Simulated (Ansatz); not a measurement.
The elements of this relaxed trial crystal are hidden behind letters.

```
lattice vectors (Å)
   4.1286    0.0000    0.0000
  -2.0643    3.5754    0.0000
   0.0000    0.0000    7.3563
fractional positions
X 0.6667 0.3333 0.7500
X 0.3333 0.6667 0.2500
Z 0.0000 0.0000 0.0000
Z 0.0000 0.0000 0.5000
```

Theory: Ansatz 0.2.0, DFT PBE, scalar-relativistic, plane waves, PAW. Plane waves to 420 eV, a 12×12×6 mesh through Γ for the 4-atom cell and 0.01 eV Gaussian smearing; no spin polarisation.

* Space group: P6_3/mmc (No. 194)
* Conventional cell: a = 4.129 Å, c = 7.356 Å
* Volume per atom: 27.15 Å³
* Density: 7.32 g/cm³
* Energy over the elements: −0.467 eV/atom
* Gap on the 12×12×6 mesh of the 4-atom cell: 0.26 eV

Energies are uncorrected and count from the elements' standard states at the same level.

Task: X is a p-block element of period 6 and Z is a p-block element of period 3. Which elements are they?

Result: X = Pb, Z = S, so the formula is PbS, here in the anti-nickel arsenide type. Density times volume gives a mean mass of 7.32 × 27.15/1.6605 = 119.7 u per atom, and this set has 119.6 u. Pb is surrounded by 6 S at 3.01 Å; around S lie 6 Pb at 3.01 Å. Other sets within the hints have nearly the same mass, so mass alone doesn't settle it; this one was computed.

These runs have no spin–orbit coupling, which can matter for Pb. Kohn–Sham gaps at this level usually fall short of measured ones. The missing spin–orbit coupling can work the other way here. Symmetry constrained the relaxation, so the result can be a saddle point.
